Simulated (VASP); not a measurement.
# TiC (Fm-3m) in VASP: further runs, part 2 of 2

VASP 6.6.1. Earlier steps stand in the parts before.

## 3. Relaxation of cell and atoms, r2SCAN+rVV10

Contents of INCAR:

```
SYSTEM = TiC
ALGO = Normal
BPARAM = 11.95
CPARAM = 0.0093
EDIFF = 1E-7
EDIFFG = -0.005
ENCUT = 600
IBRION = 2
ISIF = 3
ISMEAR = 0
IVDW_NL = 2
LASPH = .True.
LCHARG = .False.
LMIXTAU = .True.
LREAL = .False.
LUSE_VDW = .True.
LWAVE = .False.
METAGGA = R2SCAN
NELM = 100
NSW = 90
PREC = Accurate
SIGMA = 0.1
```

Contents of KPOINTS:

```
k-points
0
Gamma
  16 16 16
  0 0 0
```

Contents of POSCAR:

```
TiC
1.0
    0.0000000000      2.1657188400      2.1657188400
    2.1657188400      0.0000000000      2.1657188400
    2.1657188400      2.1657188400      0.0000000000
Ti C
1 1
Direct
    0.0000000000      0.0000000000      0.0000000000
    0.5000000000      0.5000000000      0.5000000000
```

Potentials or basis: VASP PAW PBE potentials, release 64 (Ti_sv, C).

Run with:

```sh
$ cat potpaw_PBE.64/Ti_sv/POTCAR potpaw_PBE.64/C/POTCAR > POTCAR
$ mpirun -np 1 vasp_std > vasp.out
```

OUTCAR:

```text
SYSTEM = TiC
   BPARAM = 11.95
   EDIFF = 1E-7
   EDIFFG = -0.005
   ENCUT = 600
   IBRION = 2
   ISIF = 3
   ISMEAR = 0
   IVDW_NL = 2
   LASPH = .True.
   LREAL = .False.
   METAGGA = R2SCAN
   NELM = 100
   NSW = 90
   PREC = Accurate

 ion  position               nearest neighbor table
   1  0.000  0.000  0.000-   2 2.17   2 2.17   2 2.17   2 2.17   2 2.17   2 2.17
   2  0.500  0.500  0.500-   1 2.17   1 2.17   1 2.17   1 2.17   1 2.17   1 2.17

  LATTYP: Found a face centered cubic cell.
 ALAT       =     4.3314376800

  Lattice vectors:

 A1 = (   0.0000000000,   2.1657188400,   2.1657188400)
 A2 = (   2.1657188400,   0.0000000000,   2.1657188400)
 A3 = (   2.1657188400,   2.1657188400,   0.0000000000)

Analysis of symmetry for initial positions (statically):
=====================================================================
 Subroutine PRICEL returns:
 Original cell was already a primitive cell.

 Routine SETGRP: Setting up the symmetry group for a
 face centered cubic supercell.

 Subroutine GETGRP returns: Found 48 space group operations
 (whereof 48 operations were pure point group operations)
 out of a pool of 48 trial point group operations.

The static configuration has the point symmetry O_h .

Analysis of symmetry for dynamics (positions and initial velocities):
=====================================================================
 Subroutine PRICEL returns:
 Original cell was already a primitive cell.

 Routine SETGRP: Setting up the symmetry group for a
 face centered cubic supercell.

 Subroutine GETGRP returns: Found 48 space group operations
 (whereof 48 operations were pure point group operations)
 out of a pool of 48 trial point group operations.

The dynamic configuration has the point symmetry O_h .

 Subroutine INISYM returns: Found 48 space group operations
 (whereof 48 operations are pure point group operations),
 and found     1 'primitive' translations
[... 137 lines left out ...]

 number of electron      16.0000000 magnetization

 Free energy of the ion-electron system (eV)
  ---------------------------------------------------
  ext. energy  EPLUGINS =         0.00000000
  ---------------------------------------------------
  free energy    TOTEN  =       -24.58152022 eV

  energy without entropy =      -24.57950771  energy(sigma->0) =      -24.58051397

------------------------ aborting loop because EDIFF is reached ----------------------------------------

  FORCE on cell =-STRESS in cart. coord.  units (eV):
  Direction    XX          YY          ZZ          XY          YZ          ZX
  --------------------------------------------------------------------------------------
  -------------------------------------------------------------------------------------
  Total       -0.1272581     -0.1272581     -0.1272581      0.0000000      0.0000000      0.0000000
  in kB      -10.0359827    -10.0359827    -10.0359827      0.0000000      0.0000000      0.0000000
  external PRESSURE =     -10.0359827 kB  Pullay stress =       0.0000000 kB
[... 59 lines left out ...]
--------------------------------------- Ionic step        3  -------------------------------------------

 number of electron      16.0000001 magnetization

 Free energy of the ion-electron system (eV)
  ---------------------------------------------------
  ext. energy  EPLUGINS =         0.00000000
  ---------------------------------------------------
  free energy    TOTEN  =       -24.58176899 eV

  energy without entropy =      -24.57975888  energy(sigma->0) =      -24.58076393

 E-fermi :   9.5216     XC(G=0): -13.6367

 val. band max:        9.5102119766   @ k =   0.4375   0.3750   0.0000
 cond. band min:       9.5241177694   @ k =   0.1875   0.1875   0.0000
 fundamental gap:      0.0139057928
 Fermi energy:         9.5215662404

 k-point     1 :       0.0000    0.0000    0.0000
  band No.  band energies     occupation
      1     -49.4190      2.00000
      2     -24.3976      2.00000
      3     -24.3976      2.00000
      4     -24.3976      2.00000
      5      -3.7020      2.00000
      6      10.3923      0.00000
      7      10.3923      0.00000
      8      10.3923      0.00000
      9      11.2023      0.00000
     10      11.2023      0.00000
     11      11.2023      0.00000
     12      11.2613      0.00000
[... 331 lines left out ...]
 k-point    24 :      -0.0625    0.0625    0.0000
  band No.  band energies     occupation
      1     -49.4114      2.00000
      2     -24.4468      2.00000
      3     -24.4111      2.00000
      4     -24.3985      2.00000
      5      -3.4618      2.00000
      6       9.2799      1.99937
      7       9.3994      1.91606
      8       9.5640      0.54860
      9      10.5083      0.00000
     10      11.0129      0.00000
     11      11.8977      0.00000
     12      12.4570      0.00000

 [... further k-points ...]

------------------------ aborting loop because EDIFF is reached ----------------------------------------

  FORCE on cell =-STRESS in cart. coord.  units (eV):
  Direction    XX          YY          ZZ          XY          YZ          ZX
  --------------------------------------------------------------------------------------
  -------------------------------------------------------------------------------------
  Total        0.0027670      0.0027670      0.0027670      0.0000000     -0.0000000      0.0000000
  in kB        0.2190629      0.2190629      0.2190629      0.0000000     -0.0000000      0.0000000
  external PRESSURE =       0.2190629 kB  Pullay stress =       0.0000000 kB
[... 17 lines left out ...]
  FREE ENERGIE OF THE ION-ELECTRON SYSTEM (eV)
  ---------------------------------------------------
  free  energy   TOTEN  =       -24.5817689871 eV

  energy  without entropy=      -24.5797588818  energy(sigma->0) =      -24.58076393

 reached required accuracy - stopping structural energy minimisation
```

OSZICAR:

```text
N       E                     dE             d eps       ncg     rms          rms(c)
DAV:   1     0.122425116223E+03    0.12243E+03   -0.94063E+03  3480   0.178E+03
DAV:   2    -0.222667635444E+02   -0.14469E+03   -0.13808E+03  3556   0.418E+02
DAV:   3    -0.330404969284E+02   -0.10774E+02   -0.10356E+02  4620   0.106E+02
DAV:   4    -0.336334922934E+02   -0.59300E+00   -0.59178E+00  4588   0.231E+01
[... 41 lines left out ...]
DAV:   8    -0.245817659641E+02    0.30712E-05   -0.41914E-06  3712   0.324E-02    0.725E-03
DAV:   9    -0.245817693989E+02   -0.34348E-05   -0.48824E-06  4368   0.288E-02    0.236E-03
DAV:  10    -0.245817687993E+02    0.59956E-06   -0.12095E-06  5104   0.880E-03    0.759E-04
DAV:  11    -0.245817689851E+02   -0.18581E-06   -0.13672E-08  1940   0.143E-03    0.546E-04
DAV:  12    -0.245817689871E+02   -0.19659E-08   -0.50839E-09  1784   0.111E-03
   3 F= -.24581769E+02 E0= -.24580764E+02  d E =-.248770E-03
```

Wall time 3.1 min (1 thread of Intel Xeon 6975P-C (Granite Rapids), shared host); peak memory 0.26 GiB.

Results:

```yaml
Free_energy: -24.5818 eV
Relaxed_volume: 10.12 Å³/atom
Relaxed_cell: a = 3.059 Å, b = 3.059 Å, c = 3.059 Å, α = 60.00°, β = 60.00°, γ = 60.00°
Space_group_after_relaxing_to_0.05_Å: Fm-3m (No. 225)
Energy_gained_by_relaxing: 0.1 meV/atom
Ionic_steps: 3
Pressure_after_relaxing: 0.0 GPa
Band_gap_on_the_k_mesh: none (metal or under the smearing width)
```

Step by step:
| step | energy change (eV) | largest force (eV/Å) | pressure (GPa) | volume (Å³) |
| --- | --- | --- | --- | --- |
| 1 | 0.0000 | 0.0000 | -1.00 | 20.32 |
| 2 | 0.0002 | 0.0000 | 1.44 | 20.13 |
| 3 | -0.0002 | 0.0000 | 0.02 | 20.24 |

Final structure:
```
Ti C
1.0
     0.00000    2.16292    2.16292
     2.16292    0.00000    2.16292
     2.16292    2.16292    0.00000
Ti C
1 1
Direct
  0.00000 0.00000 0.00000
  0.50000 0.50000 0.50000
```

Levels at points of the mesh, in eV from the Fermi level:
```
           k point  band 6  band 7  band 8  band 9  band 10  band 11
(0.00, 0.00, 0.00)    0.87    0.87    0.87    1.68     1.68     1.68
(0.50, 0.00, 0.00)   -6.11   -3.13   -3.13    3.17     3.17     4.41
(0.50, 0.50, 0.00)   -3.69   -1.53   -0.14   -0.14     2.76     3.81
```

Caveat: the PAW data sets were made with another functional, which shifts forces and pressure a little.
